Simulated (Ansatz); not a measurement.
Straining AlGa3N4

Level of theory: Ansatz, DFT PBEsol, scalar-relativistic, plane waves, PAW. (420 eV cutoff, 6×6×6 k-mesh, Gaussian smearing of 0.02 eV, no spin polarisation)

Starting point, cell and atoms relaxed:

```
Al Ga N
1.0
     4.46763    0.00000    0.00000
     0.00000    4.46763    0.00000
     0.00000    0.00000    4.46763
Al Ga N
1 3 4
Direct
  0.00000 0.00000 0.00000
  0.50000 0.50000 0.00000
  0.50000 0.00000 0.50000
  0.00000 0.50000 0.50000
  0.75503 0.75503 0.24497
  0.75503 0.24497 0.75503
  0.24497 0.75503 0.75503
  0.24497 0.24497 0.24497
```

Deformation: biaxial strain in the a-b plane, with the length and tilt of c and the atoms relaxed, all within the symmetry that the strain leaves. Energies are extrapolated to zero smearing. Gaps are Kohn–Sham gaps over the whole zone.

Q: Give the structure at +3.0 %.

A:
```
Al Ga N
1.0
     4.60166    0.00000    0.00000
     0.00000    4.60166    0.00000
     0.00000    0.00000    4.31356
Al Ga N
1 3 4
Direct
  0.00000 0.00000 0.00000
  0.50000 0.50000 0.00000
  0.50000 0.00000 0.50000
  0.00000 0.50000 0.50000
  0.75476 0.75476 0.24441
  0.75476 0.24524 0.75559
  0.24524 0.75476 0.75559
  0.24524 0.24524 0.24441
```
Space group P-42m (111), 15.2 meV/atom over the relaxed crystal.